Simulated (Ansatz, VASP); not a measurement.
**Cl: VASP beside Ansatz**

```
CELL_PARAMETERS angstrom
3.18624 -1.99795 0.00000
3.18624 1.99795 0.00000
0.00000 0.00000 8.00926
ATOMIC_POSITIONS crystal
Cl 0.87229 0.12771 0.10987
Cl 0.62771 0.37229 0.60987
Cl 0.12771 0.87229 0.89013
Cl 0.37229 0.62771 0.39013
```

Alike in both runs: functional PBE; dispersion D3(BJ); k mesh 8 × 8 × 4; occupations gaussian, width 0.02 eV; no spin polarisation.

Ansatz relaxed the structure, and its values are those at the end. VASP's run is a single point on that final structure, the one shown.

|  | VASP | Ansatz |
| --- | --- | --- |
| version | VASP 6.6.1 | Ansatz 0.2.0 |
| potentials or method | VASP PAW PBE potentials, release 64 (Cl) | scalar-relativistic, plane waves, PAW |
| plane-wave cutoff (eV) | 520 | 420 |
| valence electrons in the cell | 28 | 28 |

```tsv
	VASP	Ansatz	Ansatz less VASP
gap on the k mesh at the Fermi level (eV)	2.21	2.17	-0.044
least direct gap on the mesh (eV)	2.21	2.17	-0.044
pressure (GPa)	0.2	0.6	+0.38
rms of the force components (eV/Å)	0.097	0.002	-0.0950
```

A k mesh can miss the band edges.
